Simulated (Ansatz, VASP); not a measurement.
## One calculation of BN, two programs

```
N B
1.0
     2.46448    0.00000    0.00000
    -1.23224    2.13430    0.00000
     0.00000    0.00000    6.54602
N B
2 2
Direct
  0.66667 0.33333 0.25000
  0.33333 0.66667 0.75000
  0.66667 0.33333 0.75000
  0.33333 0.66667 0.25000
```

Change from the starting cell: volume scaled by 0.96.

Alike in both runs: task single point; functional PBEsol; k mesh 12 × 12 × 4; occupations fermi-dirac, width 0.05 eV; no spin polarisation.

|  | VASP | Ansatz |
| --- | --- | --- |
| version | VASP 6.6.1 | Ansatz 0.2.0 |
| potentials or method | VASP PAW PBE potentials, release 64 (N, B), cutoff 520 eV | all-electron LAPW, scalar-relativistic |

Ansatz gave:

```
gap on the k mesh at the Fermi level (eV)       : 4.23
least direct gap on the mesh (eV)               : 4.67
pressure (GPa)                                  : 13.1
largest component of the traceless stress (GPa) : 11.69
```

Task: Which values does VASP return?

Result: gap on the k mesh at the Fermi level (eV): 4.22; least direct gap on the mesh (eV): 4.67; pressure (GPa): 13.4; largest component of the traceless stress (GPa): 12.22.

Ansatz ran all-electron here, so the differences hold the error of VASP's frozen core and of both bases.

Caveats: this functional lacks dispersion, which binds the layers, so the pressure and a relaxed spacing across them are unreliable; the PAW data sets were made with another functional, which shifts forces and pressure a little (VASP). A k mesh can miss the band edges.
